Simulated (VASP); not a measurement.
# CdS (F-43m) in VASP: band structure with PBE0

Aim: the band structure of CdS with PBE0.

Program: VASP 6.6.1. These are calculated values, not measurements. Logs are shortened: lines on timing, memory, paths and dates and some standing lists are left out, and cuts for length are marked.

### Step 1. Starting point

It takes space group F-43m (No. 216, cubic). Conventional cell: a = 5.938 Å, b = 5.938 Å, c = 5.938 Å, α = 90.00°, β = 90.00°, γ = 90.00°. Around Cd (site symmetry -43m) lie 4 S at 2.57 Å. S (site symmetry -43m) is surrounded by 4 Cd at 2.57 Å.

### Step 2. Band structure, PBE0

POSCAR reads:

```
CdS                                     
1.0
    0.0000000000      2.9687775098      2.9687775098
    2.9687775098     -0.0000000000      2.9687775098
    2.9687775098      2.9687775098     -0.0000000000
  Cd              S             
     1     1
Direct
     0.0000000000000000    1.0000000000000000    0.0000000000000000
     0.2500000000000000    0.2500000000000000    0.2500000000000000
```

INCAR.step1 reads:

```
ALGO = Normal
EDIFF = 1E-5
ENCUT = 520
GGA = PE
ISIF = 2
ISMEAR = 0
KPAR = 4
LASPH = T
LCHARG = F
LREAL = F
LWAVE = T
NBANDS = 16
NELM = 100
PREC = Accurate
SIGMA = 0.02
```

INCAR.step2 reads:

```
AEXX = 0.25
ALGO = Normal
EDIFF = 1E-7
ENCUT = 520
GGA = PE
HFRCUT = -1
ISIF = 2
ISMEAR = 0
ISTART = 1
KPAR = 4
LASPH = T
LCHARG = F
LHFCALC = T
LREAL = F
LWAVE = F
NBANDS = 16
NELM = 100
PREC = Accurate
PRECFOCK = Fast
SIGMA = 0.02
```

KPOINTS reads:

```
k-points
0
Gamma
  6 6 6
```

KPOINTS_OPT reads:

```
path GXWKGLUWLK,UX
8
line-mode
reciprocal
 0.0000000000  0.0000000000  0.0000000000  G
 0.5000000000  0.0000000000  0.5000000000  X

 0.5000000000  0.0000000000  0.5000000000  X
 0.5000000000  0.2500000000  0.7500000000  W

 0.5000000000  0.2500000000  0.7500000000  W
 0.3750000000  0.3750000000  0.7500000000  K

 0.3750000000  0.3750000000  0.7500000000  K
 0.0000000000  0.0000000000  0.0000000000  G

 0.0000000000  0.0000000000  0.0000000000  G
 0.5000000000  0.5000000000  0.5000000000  L

 0.5000000000  0.5000000000  0.5000000000  L
 0.6250000000  0.2500000000  0.6250000000  U

 0.6250000000  0.2500000000  0.6250000000  U
 0.5000000000  0.2500000000  0.7500000000  W

 0.5000000000  0.2500000000  0.7500000000  W
 0.5000000000  0.5000000000  0.5000000000  L

 0.5000000000  0.5000000000  0.5000000000  L
 0.3750000000  0.3750000000  0.7500000000  K

 0.6250000000  0.2500000000  0.6250000000  U
 0.5000000000  0.0000000000  0.5000000000  X
```

Potentials or basis: VASP PAW PBE potentials, release 64 (Cd, S).

On the command line:

```console
> cat potpaw_PBE.64/Cd/POTCAR potpaw_PBE.64/S/POTCAR > POTCAR
> cp INCAR.step1 INCAR
> mpirun -np 4 vasp_std > vasp.out
> cp INCAR.step2 INCAR
> mpirun -np 4 vasp_std > vasp.out
```

OUTCAR:

```text
AEXX = 0.25
   EDIFF = 1E-7
   ENCUT = 520
   GGA = PE
   ISIF = 2
   ISMEAR = 0
   ISTART = 1
   LASPH = T
   LHFCALC = T
   LREAL = F
   NELM = 100
   PREC = Accurate
   PRECFOCK = Fast

 ion  position               nearest neighbor table
   1  0.000  0.000  0.000-   2 2.57   2 2.57   2 2.57   2 2.57
   2  0.250  0.250  0.250-   1 2.57   1 2.57   1 2.57   1 2.57

  LATTYP: Found a face centered cubic cell.
 ALAT       =     5.9375550196

  Lattice vectors:

 A1 = (   0.0000000000,   2.9687775098,   2.9687775098)
 A2 = (   2.9687775098,   0.0000000000,   2.9687775098)
 A3 = (   2.9687775098,   2.9687775098,   0.0000000000)

Analysis of symmetry for initial positions (statically):
=====================================================================
 Subroutine PRICEL returns:
 Original cell was already a primitive cell.

 Routine SETGRP: Setting up the symmetry group for a
 face centered cubic supercell.

 Subroutine GETGRP returns: Found 24 space group operations
 (whereof 24 operations were pure point group operations)
 out of a pool of 48 trial point group operations.

The static configuration has the point symmetry T_d .

Analysis of symmetry for dynamics (positions and initial velocities):
=====================================================================
 Subroutine PRICEL returns:
 Original cell was already a primitive cell.

 Routine SETGRP: Setting up the symmetry group for a
 face centered cubic supercell.

 Subroutine GETGRP returns: Found 24 space group operations
 (whereof 24 operations were pure point group operations)
 out of a pool of 48 trial point group operations.

The dynamic configuration has the point symmetry T_d .

 Subroutine INISYM returns: Found 24 space group operations
 (whereof 24 operations are pure point group operations),
 and found     1 'primitive' translations

----------------------------------------------------------------------------------------

                                     Primitive cell

  volume of cell :      52.3315

  direct lattice vectors                    reciprocal lattice vectors
     0.000000000  2.968777510  2.968777510    -0.168419492  0.168419492  0.168419492
     2.968777510  0.000000000  2.968777510     0.168419492 -0.168419492  0.168419492
     2.968777510  2.968777510  0.000000000     0.168419492  0.168419492 -0.168419492

  length of vectors
     4.198485418  4.198485418  4.198485418     0.291711117  0.291711117  0.291711117

  position of ions in fractional coordinates (direct lattice)
     0.000000000  0.000000000  0.000000000
     0.250000000  0.250000000  0.250000000

  ion indices of the primitive-cell ions
   primitive index   ion index
                 1           1
                 2           2

----------------------------------------------------------------------------------------

 KPOINTS: k-points

Automatic generation of k-mesh.
 Grid dimensions read from file:
 generate k-points for:    6    6    6

 Generating k-lattice:

  Cartesian coordinates                     Fractional coordinates (reciprocal lattice)
    -0.028069915  0.028069915  0.028069915     0.166666667  0.000000000  0.000000000
     0.028069915 -0.028069915  0.028069915     0.000000000  0.166666667  0.000000000
     0.028069915  0.028069915 -0.028069915     0.000000000  0.000000000  0.166666667

  Length of vectors
     0.048618520  0.048618520  0.048618520

  Shift w.r.t. Gamma in fractional coordinates (k-lattice)
     0.000000000  0.000000000  0.000000000

 Subroutine IBZKPT returns following result:
 ===========================================

 Found     16 irreducible k-points:

 Following reciprocal coordinates:
            Coordinates               Weight
  0.000000  0.000000  0.000000      1.000000
  0.166667  0.000000  0.000000      8.000000
  0.333333  0.000000  0.000000      8.000000
  0.500000  0.000000  0.000000      4.000000
  0.166667  0.166667  0.000000      6.000000
  0.333333  0.166667  0.000000     24.000000
[... 8 lines left out ...]
 -0.333333  0.333333  0.166667     24.000000
 -0.333333  0.500000  0.166667     12.000000
   k-points           NKPTS =     16   k-points in BZ     NKDIM =    216   number of bands    NBANDS=     16
   number of dos      NEDOS =    301   number of ions     NIONS =      2
   total plane-waves  NPLWV =  32768
   dimension x,y,z NGX =    32 NGY =   32 NGZ =   32
   dimension x,y,z NGXF=    64 NGYF=   64 NGZF=   64
   ions per type =               1   1
   NGX,Y,Z   is equivalent  to a cutoff of  12.67, 12.67, 12.67 a.u.
   NGXF,Y,Z  is equivalent  to a cutoff of  25.34, 25.34, 25.34 a.u.
 SYSTEM =  unknown system
   PREC   = accura    normal or accurate (medium, high low for compatibility)
   ISTART =      1    job   : 0-new  1-cont  2-samecut
   ICHARG =      0    charge: 1-file 2-atom 10-const
   ISPIN  =      1    spin polarized calculation?
   LNONCOLLINEAR =      F non collinear calculations
   LSORBIT =      F    spin-orbit coupling
   LASPH  =      T    aspherical Exc in radial PAW
   ENCUT  =  520.0 eV  38.22 Ry    6.18 a.u.   7.81  7.81  7.81*2*pi/ulx,y,z
   NELM   =    100;   NELMIN=  2; NELMDL=  0     # of ELM steps
   EDIFF  = 0.1E-06   stopping-criterion for ELM
   LREAL  =      F    real-space projection
   EDIFFG = 0.1E-05   stopping-criterion for IOM
   NSW    =      0    number of steps for IOM
   IBRION =     -1    ionic relax: 0-MD 1-quasi-New 2-CG
   NFREE  =      0    steps in history (QN), initial steepest desc. (CG)
   ISIF   =      2    stress and relaxation
   ISYM   =      3    0-nonsym 1-usesym 2-fastsym
   POTIM  = 0.5000    time-step for ionic-motion
   TEBEG  =    0.0;   TEEND  =   0.0 temperature during run
   PSTRESS=    0.0 pullay stress
   NELECT =      18.0000    total number of electrons
   NUPDOWN=      -1.0000    fix difference up-down
   EMIN   =  10.00;   EMAX   =-10.00  energy-range for DOS
   EFERMI =   0.00;   METHOD = LEGACY
   ISMEAR =     0;   SIGMA  =   0.02  broadening in eV -4-tet -1-fermi 0-gaus
   EFERMI_NEDOS =   21; number of points for ismear=-14 and -15
   IALGO  =     38    algorithm
   IMIX   =      1    mixing-type and parameters
     AMIX     =   0.40;   BMIX     =  1.00
     AMIX_MAG =   1.60;   BMIX_MAG =  1.00
  volume/ion in A,a.u.               =      26.17       176.58
  Fermi-wavevector in a.u.,A,eV,Ry     =   1.147039  2.167589 17.901151  1.315697
  Thomas-Fermi vector in A             =   2.283720
   LORBIT       =      0    0 simple, 1 ext, 2 COOP (PROOUT), +10 PAW based schemes
   GGA     = PE    functional components
   LHFCALC =     T    Hartree Fock is set to
   PRECFOCK=fast      Normal, Fast or Accurate (Low or Medium for compatibility)
   ENCUT4O =  -1.0   cutoff for four orbital integrals eV
   NKREDX  =     1    reduce k-point grid by
   NKREDY  =     1    reduce k-point grid by
   NKREDZ  =     1    reduce k-point grid by
   AEXX    =    0.2500 exact exchange contribution
   HFSCREEN=    0.0000 screening length (either q_TF or 0.3 A-1)
   HFSCREENC=   0.0000 screening length for correlation (either q_TF or 0.3 A-1)
   ENCUTFOCK=  -1.0 apply spherical cutoff to Coloumb kernel
   IVDW    =     0    specifies the selected vdW correction
   LEPSILON=     F    determine dielectric tensor
   LRPA    =     F    only Hartree local field effects (RPA)
 non-spin polarized calculation
 Gauss-broadening in eV      SIGMA  =   0.02
  energy-cutoff  :      520.00
  volume of cell :       52.33
 maximum number of plane-waves:      1420
  NGX = 18; NGY = 18; NGZ = 18

 number of electron      18.0000000 magnetization

 Free energy of the ion-electron system (eV)
  ---------------------------------------------------
  ext. energy  EPLUGINS =         0.00000000
  ---------------------------------------------------
  free energy    TOTEN  =        -8.17042517 eV

  energy without entropy =       -8.17042517  energy(sigma->0) =       -8.17042517

 E-fermi :   0.0045     XC(G=0):  -7.0269

 val. band max:       -0.1301656457   @ k =   0.0000   0.0000   0.0000
 cond. band min:       2.5448781450   @ k =   0.0000   0.0000   0.0000
 fundamental gap:      2.6750437907
 Fermi energy:         0.0045303541

 k-point     1 :       0.0000    0.0000    0.0000
  band No.  band energies     occupation
      1     -13.4357      2.00000
      2      -8.8845      2.00000
      3      -8.8845      2.00000
      4      -8.8845      2.00000
      5      -8.4690      2.00000
      6      -8.4690      2.00000
[... 8 lines left out ...]
     15      13.3045      0.00000
     16      13.3045      0.00000

 k-point     2 :       0.1667    0.0000    0.0000
  band No.  band energies     occupation
      1     -13.3335      2.00000
      2      -8.8521      2.00000
      3      -8.8521      2.00000
      4      -8.7779      2.00000
      5      -8.4698      2.00000
      6      -8.4698      2.00000
[... 8 lines left out ...]
     15      12.4405      0.00000
     16      13.4070      0.00000

 k-point     3 :       0.3333    0.0000    0.0000
  band No.  band energies     occupation
      1     -13.1309      2.00000
      2      -8.7984      2.00000
      3      -8.7984      2.00000
      4      -8.4566      2.00000
      5      -8.4566      2.00000
      6      -8.4212      2.00000
[... 8 lines left out ...]
     15      12.8943      0.00000
     16      12.8943      0.00000

 k-point     4 :       0.5000    0.0000    0.0000
  band No.  band energies     occupation
      1     -13.0304      2.00000
      2      -8.7793      2.00000
      3      -8.7793      2.00000
      4      -8.4405      2.00000
      5      -8.4405      2.00000
      6      -8.1013      2.00000
[... 8 lines left out ...]
     15      14.4498      0.00000
     16      14.4498      0.00000
[... 172 lines left out ...]
 k-point    14 :       0.5000    0.3333    0.1667
  band No.  band energies     occupation
      1     -13.0020      2.00000
      2      -8.7218      2.00000
      3      -8.7090      2.00000
      4      -8.5427      2.00000
      5      -8.4372      2.00000
      6      -8.1596      2.00000
[... 8 lines left out ...]
     15      14.7749      0.00000
     16      15.1489      0.00000

 k-point    15 :      -0.3333    0.3333    0.1667
  band No.  band energies     occupation
      1     -12.9392      2.00000
      2      -8.7144      2.00000
      3      -8.6800      2.00000
      4      -8.5049      2.00000
      5      -8.4538      2.00000
      6      -7.9366      2.00000
[... 8 lines left out ...]
     15      14.2199      0.00000
     16      15.2315      0.00000

 k-point    16 :      -0.3333    0.5000    0.1667
  band No.  band energies     occupation
      1     -12.9084      2.00000
      2      -8.6702      2.00000
      3      -8.6565      2.00000
      4      -8.5381      2.00000
      5      -8.4347      2.00000
      6      -7.9067      2.00000
[... 8 lines left out ...]
     15      15.0652      0.00000
     16      15.1501      0.00000

------------------------ aborting loop because EDIFF is reached ----------------------------------------

  FORCE on cell =-STRESS in cart. coord.  units (eV):
  Direction    XX          YY          ZZ          XY          YZ          ZX
  --------------------------------------------------------------------------------------
  -------------------------------------------------------------------------------------
  Total       -0.4480775     -0.4480775     -0.4480775     -0.0000000      0.0000000      0.0000000
  in kB      -13.7183146    -13.7183146    -13.7183146     -0.0000000      0.0000000      0.0000000
  external PRESSURE =     -13.7183146 kB  Pullay stress =       0.0000000 kB

 VOLUME and BASIS-vectors are now :
 -----------------------------------------------------------------------------
  energy-cutoff  :      520.00
  volume of cell :       52.33
      direct lattice vectors                 reciprocal lattice vectors
     0.000000000  2.968777510  2.968777510    -0.168419492  0.168419492  0.168419492
     2.968777510  0.000000000  2.968777510     0.168419492 -0.168419492  0.168419492
     2.968777510  2.968777510  0.000000000     0.168419492  0.168419492 -0.168419492

 POSITION                                       TOTAL-FORCE (eV/Angst)
 -----------------------------------------------------------------------------------
      0.00000      0.00000      0.00000         0.000000      0.000000      0.000000
      1.48439      1.48439      1.48439        -0.000000     -0.000000     -0.000000
 -----------------------------------------------------------------------------------
    total drift:                                0.000014      0.000016      0.000010

  FREE ENERGIE OF THE ION-ELECTRON SYSTEM (eV)
  ---------------------------------------------------
  free  energy   TOTEN  =        -8.1704251679 eV

  energy  without entropy=       -8.1704251679  energy(sigma->0) =       -8.17042517
```

Wall time 13 min (4 MPI ranks of Intel Xeon 6975P-C (Granite Rapids), shared host); peak memory 0.26 GiB.

Results:

```yaml
Free_energy: -8.1704 eV
Pressure: -1.4 GPa
Band_gap_on_the_k_mesh: 2.68 eV, direct
Band_gap_along_the_path: 2.68 eV, direct
```

Levels at the corners of the path, in eV from the valence-band top:
| point | band 5 | band 6 | band 7 | band 8 | band 9 | band 10 | band 11 | band 12 | band 13 | band 14 |
| --- | --- | --- | --- | --- | --- | --- | --- | --- | --- | --- |
| Γ | -8.34 | -8.34 | 0.00 | 0.00 | 0.00 | 2.68 | 8.42 | 8.42 | 8.42 | 13.15 |
| X | -8.27 | -7.89 | -4.03 | -1.86 | -1.86 | 5.20 | 6.10 | 11.01 | 12.67 | 12.67 |
| X | -8.27 | -7.89 | -4.03 | -1.86 | -1.86 | 5.20 | 6.10 | 11.01 | 12.67 | 12.67 |
| W | -8.33 | -7.74 | -3.91 | -2.23 | -2.21 | 7.12 | 7.26 | 9.04 | 9.81 | 13.00 |
| W | -8.33 | -7.74 | -3.91 | -2.23 | -2.21 | 7.12 | 7.26 | 9.04 | 9.81 | 13.00 |
| K | -8.30 | -7.79 | -3.96 | -2.53 | -1.51 | 5.94 | 7.23 | 10.25 | 10.98 | 11.39 |
| K | -8.30 | -7.79 | -3.96 | -2.53 | -1.51 | 5.94 | 7.23 | 10.25 | 10.98 | 11.39 |
| Γ | -8.34 | -8.34 | 0.00 | 0.00 | 0.00 | 2.68 | 8.42 | 8.42 | 8.42 | 13.15 |
| Γ | -8.34 | -8.34 | 0.00 | 0.00 | 0.00 | 2.68 | 8.42 | 8.42 | 8.42 | 13.15 |
| L | -8.31 | -7.97 | -4.43 | -0.75 | -0.75 | 4.70 | 8.85 | 8.85 | 9.21 | 12.82 |
| L | -8.31 | -7.97 | -4.43 | -0.75 | -0.75 | 4.70 | 8.85 | 8.85 | 9.21 | 12.82 |
| U | -8.30 | -7.79 | -3.96 | -2.53 | -1.51 | 5.94 | 7.23 | 10.25 | 10.98 | 11.39 |
| U | -8.30 | -7.79 | -3.96 | -2.53 | -1.51 | 5.94 | 7.23 | 10.25 | 10.98 | 11.39 |
| W | -8.33 | -7.74 | -3.91 | -2.23 | -2.21 | 7.12 | 7.26 | 9.04 | 9.81 | 13.00 |
| W | -8.33 | -7.74 | -3.91 | -2.23 | -2.21 | 7.12 | 7.26 | 9.04 | 9.81 | 13.00 |
| L | -8.31 | -7.97 | -4.43 | -0.75 | -0.75 | 4.70 | 8.85 | 8.85 | 9.21 | 12.82 |
| L | -8.31 | -7.97 | -4.43 | -0.75 | -0.75 | 4.70 | 8.85 | 8.85 | 9.21 | 12.82 |
| K | -8.30 | -7.79 | -3.96 | -2.53 | -1.51 | 5.94 | 7.23 | 10.25 | 10.98 | 11.39 |
| U | -8.30 | -7.79 | -3.96 | -2.53 | -1.51 | 5.94 | 7.23 | 10.25 | 10.98 | 11.39 |
| X | -8.27 | -7.89 | -4.03 | -1.86 | -1.86 | 5.20 | 6.10 | 11.01 | 12.67 | 12.67 |

Caveat: the PAW data sets were made with another functional, which shifts forces and pressure a little.
